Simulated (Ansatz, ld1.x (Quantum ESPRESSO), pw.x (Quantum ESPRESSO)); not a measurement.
# pw.x on fcc Si: one setting changed

Potential: norm-conserving Troullier–Martins (Kleinman–Bylander form), ld1.x (Quantum ESPRESSO) 7.5, PBE; core [Ne], reference 3s2 3p1; waves: 3s (bound): rc 1.85 bohr; 3p (bound): rc 2.10 bohr; 3d channel at -0.1 Ry: rc 1.65 bohr; local part: the d channel; core correction: none.

The reference run (k-mesh 15³, cutoffs 45/180 Ry, Fermi–Dirac 0.01 Ry, mixing_beta 0.4, conv_thr 1e-9, no spin) gives 0.01 GPa at 14.425 Å³/atom, where all-electron LAPW gives 0.32 GPa. This run, with its own iteration cap, changes smearing to mv.

```
&control
  calculation='scf', prefix='x', pseudo_dir='./', outdir='./tmp', tstress=.true., disk_io='none'
/
&system
  ibrav=0, nat=1, ntyp=1, ecutwfc=45, ecutrho=180, nbnd=9,
  occupations='smearing', smearing='mv', degauss=0.01
/
&electrons
  conv_thr=1e-09, mixing_beta=0.4, electron_maxstep=60
/
ATOMIC_SPECIES
Si 1.0 Si.UPF
CELL_PARAMETERS angstrom
  0.00000000 1.93209559 1.93209559
  1.93209559 0.00000000 1.93209559
  1.93209559 1.93209559 0.00000000
ATOMIC_POSITIONS crystal
Si 0.0000 0.0000 0.0000
K_POINTS automatic
15 15 15 0 0 0
```

```bash
pw.x < Si.scf.in > Si.scf.out
```

**Question.** How does the run end?

**Answer.** It converges in 6 iterations; the free energy moves by +15.1 meV/atom and the pressure by -0.07 GPa. This scheme is built to cancel the term in the square of the width that Fermi–Dirac smearing leaves in the F of a metal.

```
Message from routine setup:
     using ibrav=0 with symmetry is DISCOURAGED, use correct ibrav instead
     lattice parameter (alat)  =       5.1635  a.u.
     unit-cell volume          =      97.3447 (a.u.)^3
     number of electrons       =         4.00
     number of Kohn-Sham states=            9
     kinetic-energy cutoff     =      45.0000  Ry
     charge density cutoff     =     180.0000  Ry
     scf convergence threshold =      1.0E-09
     Exchange-correlation= PBE
     number of k points=   120  Marzari-Vanderbilt smearing, width (Ry)=  0.0100
     iteration #  1     ecut=    45.00 Ry     beta= 0.40
     total energy              =      -7.84707089 Ry
     estimated scf accuracy    <       0.03510815 Ry
     iteration #  2     ecut=    45.00 Ry     beta= 0.40
     total energy              =      -7.84405499 Ry
     estimated scf accuracy    <       0.01098717 Ry
     iteration #  3     ecut=    45.00 Ry     beta= 0.40
     total energy              =      -7.84439788 Ry
     estimated scf accuracy    <       0.00000780 Ry
     iteration #  4     ecut=    45.00 Ry     beta= 0.40
     total energy              =      -7.84440670 Ry
     estimated scf accuracy    <       0.00000053 Ry
     iteration #  5     ecut=    45.00 Ry     beta= 0.40
     total energy              =      -7.84440681 Ry
     estimated scf accuracy    <          7.4E-09 Ry
     iteration #  6     ecut=    45.00 Ry     beta= 0.40
     the Fermi energy is    10.7676 ev
!    total energy              =      -7.84440684 Ry
     estimated scf accuracy    <          6.7E-10 Ry
     smearing contrib. (-TS)   =      -0.00004609 Ry
     The total energy is F=E-TS. E is the sum of the following terms:
     one-electron contribution =       4.61746278 Ry
     hartree contribution      =       0.03037410 Ry
     xc contribution           =      -2.44629906 Ry
     ewald contribution        =     -10.04589857 Ry
     convergence has been achieved in   6 iterations
          total   stress  (Ry/bohr**3)                   (kbar)     P=       -0.64
     Message from routine punch:
     Nothing written, as per user request (disk_io='none')
```

The run took about 6.6 s on one core of a shared host (Neoverse-V1, 32 threads, 247 GiB, load 32).
